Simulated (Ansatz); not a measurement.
Ni3Ge: single point with PBEsol

The system is Ni3Ge.

```
Ge Ni
1.0
     3.53033    0.00000    0.00000
     0.00000    3.53033    0.00000
     0.00000    0.00000    3.53033
Ge Ni
1 3
Cartesian
  0.0000 0.0000 0.0000
  1.7652 1.7652 0.0000
  0.0000 1.7652 1.7652
  1.7652 0.0000 1.7652
```

The cell comes from a database or a generator and needn't be the stable form of this composition.

```
Program             : Ansatz 0.2.0
Task                : single point
Functional          : PBEsol
Potentials or basis : Ansatz PAW
Cutoff              : 420 eV (not typed: the program's choice for these potentials)
k mesh              : 6 × 6 × 6
Occupations         : fermi-dirac, width 0.05 eV
Spin                : collinear spin, ferromagnetic start
Starting moments    : [0.0, 0.2666666667, 0.2666666667, 0.2666666667] μB
Fixed moment        : 0.8 μB
```

The pressure is -0.2 GPa. The net moment is 0.80 μB per cell. The absolute moment is 0.88 μB per cell and the site moments are Ge +0.00; Ni +0.28 μB.

Wall time 2.3 s on 2 threads of Arm Neoverse V2 (shared host), peak memory 0.35 GiB.

Caveat: the total moment is fixed, so each spin has its own Fermi level; the PAW data sets come from PBE, with cores solved anew for the run's functional, which leaves a small shift of forces and pressure; the thresholds are loose for stress.
